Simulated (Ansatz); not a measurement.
# C3H6O: the cost of one run

All numbers are computed with the Python package of Ansatz 0.2.0. Level of theory: B3LYP+D4/def2-SVP.

### Step 1. The structure

Bond lengths: C1–C2 1.505 Å, C2–O3 1.230 Å, C2–C4 1.505 Å, C1–H5 1.093 Å, C1–H6 1.094 Å, C1–H7 1.093 Å, C4–H8 1.093 Å, C4–H9 1.093 Å, C4–H10 1.093 Å. Angles (14 of 15 angles, heavy atoms first): C1–C2–O3 121.6°, C1–C2–C4 116.7°, O3–C2–C4 121.6°, C2–C1–H5 109.6°, C2–C1–H6 109.7°, C2–C1–H7 109.6°, C2–C4–H8 109.7°, C2–C4–H9 109.6°, C2–C4–H10 109.6°, H5–C1–H6 108.9°, H5–C1–H7 110.2°, H6–C1–H7 108.9°, H8–C4–H9 108.9°, H8–C4–H10 108.9°.

The script holds or builds the structure itself.

### Step 2. The code

opt.py

```python
# -*- coding: utf-8 -*-
import itertools

import ansatz as az
from ase.data import atomic_numbers, covalent_radii
import numpy as np
from rdkit import Chem
from rdkit.Chem import AllChem

rd = Chem.AddHs(Chem.MolFromSmiles("CC(=O)C"))
AllChem.EmbedMolecule(rd, randomSeed=813)
AllChem.UFFOptimizeMolecule(rd)
c3h6o = az.Crystal.molecule()
for atom, xyz in zip(rd.GetAtoms(), rd.GetConformer().GetPositions()):
    c3h6o = c3h6o.atom(atom.GetSymbol(), xyz.round(5).tolist())

setup = (
    c3h6o.calculation()
    .basis(gaussian="def2-SVP")
    .functional("b3lyp", dispersion="d4")
)
symbols = [site.symbol for site in c3h6o.cartesian_sites]
start = np.array([site.position_ang for site in c3h6o.cartesian_sites], dtype=float)
summary = setup.relax(force_tolerance=0.01).run(threads=1).report
end = np.array(summary["positions_ang"])

for key in ("converged", "free_energy_ev", "reference_energy_ev", "n_frozen", "n_occupied", "n_virtual"):
    print(f"{key:22s} {summary[key]}")

radius = [covalent_radii[atomic_numbers[s]] for s in symbols]
span = lambda where, i, j: np.linalg.norm(where[i] - where[j])
bonded = [(i, j) for i, j in itertools.combinations(range(len(symbols)), 2) if min(span(start, i, j), span(end, i, j)) < 1.2 * (radius[i] + radius[j])]
print("pair        before    after (A)")
for i, j in bonded:
    print(f"{symbols[i]}{i}-{symbols[j]}{j}".ljust(10), f"{span(start, i, j):8.4f} {span(end, i, j):8.4f}")

charges = summary["charge_distribution"]
print("dipole moment", round(4.803205 * float(np.linalg.norm(charges["dipole_moment_e_ang"])), 3), "D")
print("Mulliken:", [(s, round(q, 3)) for s, q in zip(symbols, charges["mulliken_charges_e"])])
```

### Step 3. The input behind the calls

The engine receives this input:

```yaml
crystal:
  periodic: [false, false, false]
  atoms:
    - { symbol: C, position_ang: [-1.28472, -0.17143, -0.18679] }
    - { symbol: C, position_ang: [0.00074, 0.58316, -0.03793] }
    - { symbol: O, position_ang: [-0.00403, 1.80191, -0.11819] }
    - { symbol: C, position_ang: [1.28798, -0.14379, 0.20786] }
    - { symbol: H, position_ang: [-1.11468, -1.26467, -0.08926] }
    - { symbol: H, position_ang: [-1.999, 0.15086, 0.59956] }
    - { symbol: H, position_ang: [-1.72395, 0.03441, -1.18535] }
    - { symbol: H, position_ang: [1.48962, -0.8395, -0.63333] }
    - { symbol: H, position_ang: [2.13353, 0.57206, 0.29145] }
    - { symbol: H, position_ang: [1.2145, -0.72302, 1.15199] }
basis:
  gaussian:
    orbitals: def2-SVP
hamiltonian:
  xc: b3lyp
  dispersion: d4
relax:
  f_tol: 0.01
```

### Step 4. Launch

Started as:

```
python opt.py
```

Q: Estimate wall time and peak memory on 1 thread of Intel Xeon Platinum 8375C at 2.90GHz (Ice Lake), shared host.

About 16 s, with a peak of 0.29 GiB.
